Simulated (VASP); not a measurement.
Write the native input for VASP 6.6.1 that does the following.

| Quantity | Value |
| --- | --- |
| Task | band structure |
| Functional | revPBE |
| Dispersion | D3 |
| Potentials or basis | VASP PAW PBE potentials, release 64 (V_sv, Si) |
| Cutoff | 520 eV |
| k mesh | 5 × 5 × 3 |
| Occupations | gaussian, width 0.05 eV |
| Spin | collinear spin, antiferromagnetic start |
| Starting moments | [2.0, -2.0, 2.0, 0.0, 0.0, 0.0, 0.0, 0.0, 0.0] μB |
| Hubbard terms | V d U = 7 eV, J = 0.5 eV |
| LDAUTYPE | 1 |
| Hund's J | 0.5 |
| Further INCAR settings | ALGO = Fast; EDIFF = 1e-06 |

The structure of VSi2 lies in POSCAR:

```
VSi2
4.3819
    0.999988638992      0.000000000000      0.000000000000
   -0.499994318401      0.866015564572      0.000000000000
    0.000000000000      0.000000000000      1.394026643100
V Si
3 6
Direct
    0.4985753000      0.9985118200      0.9999731500
    0.4985753000      0.4985118200      0.6666398200
    0.9985753000      0.4985118200      0.3333064900
    0.1611753000      0.3237118200      0.9999731500
    0.8359753000      0.1611118200      0.6666398200
    0.6861975900      0.8493054700      0.3335481100
    0.8359753000      0.6733118200      0.9999731500
    0.1611753000      0.8359118200      0.6666398200
    0.3237753000      0.1611118200      0.3333064900
```

The cell isn't the ideal one: atom 6 moved 0.06 Å; volume scaled by 0.88.

The input as run:

INCAR

```
ALGO = Fast ; EDIFF = 1E-6
ENCUT = 520 ; GGA = RE
ISIF = 2 ; ISMEAR = 0
ISPIN = 2 ; IVDW = 11
LASPH = True ; LCHARG = False
LDAU = True ; LDAUJ = 0.5 0
LDAUL = 2 -1 ; LDAUPRINT = 1
LDAUTYPE = 1 ; LDAUU = 7 0
LMAXMIX = 4 ; LORBIT = 11
LREAL = False ; LWAVE = False
MAGMOM = 2 -2 2 0 0 0 0 0 0 ; NELM = 150
PREC = Accurate ; SIGMA = 0.05
```

KPOINTS

```
k-points
0
Gamma
  5 5 3
```

KPOINTS_OPT

```
path GMKGALHA,LM,KH
10
line-mode
reciprocal
 0.0000000000  0.0000000000  0.0000000000  G
 0.5000000000  0.0000000000  0.0000000000  M

 0.5000000000  0.0000000000  0.0000000000  M
 0.3333333333  0.3333333333  0.0000000000  K

 0.3333333333  0.3333333333  0.0000000000  K
 0.0000000000  0.0000000000  0.0000000000  G

 0.0000000000  0.0000000000  0.0000000000  G
 0.0000000000  0.0000000000  0.5000000000  A

 0.0000000000  0.0000000000  0.5000000000  A
 0.5000000000  0.0000000000  0.5000000000  L

 0.5000000000  0.0000000000  0.5000000000  L
 0.3333333333  0.3333333333  0.5000000000  H

 0.3333333333  0.3333333333  0.5000000000  H
 0.0000000000  0.0000000000  0.5000000000  A

 0.5000000000  0.0000000000  0.5000000000  L
 0.5000000000  0.0000000000  0.0000000000  M

 0.3333333333  0.3333333333  0.0000000000  K
 0.3333333333  0.3333333333  0.5000000000  H
```

Potentials or basis: VASP PAW PBE potentials, release 64 (V_sv, Si).

Run with:

```bash
$ cat potpaw_PBE.64/V_sv/POTCAR potpaw_PBE.64/Si/POTCAR > POTCAR
$ mpirun -np 1 vasp_std > vasp.out
```

Results of the run:

- Pressure: 32.7 GPa
- Largest force: 0.764 eV/Å
- Band gap along the path: none (metal or under the smearing width)
- Net moment: 1.58 μB per cell
- Site moments: V +1.40, -0.92, +1.45; Si -0.05, -0.03 μB
- Valence electrons inside the program's atomic spheres: V 11.86, 11.84; Si 1.74, 1.76, 1.75
- Dispersion energy per atom: -0.735 eV

Caveat: the PAW data sets were made with another functional, which shifts forces and pressure a little; pairwise dispersion overbinds metals, which lowers pressure and volume; the U is typed as a test and isn't derived for this compound.

It took 50 min on 1 thread of Intel(R) Xeon(R) Platinum 8375C CPU @ 2.90GHz (Ice Lake) (shared host), peak memory 0.56 GiB.
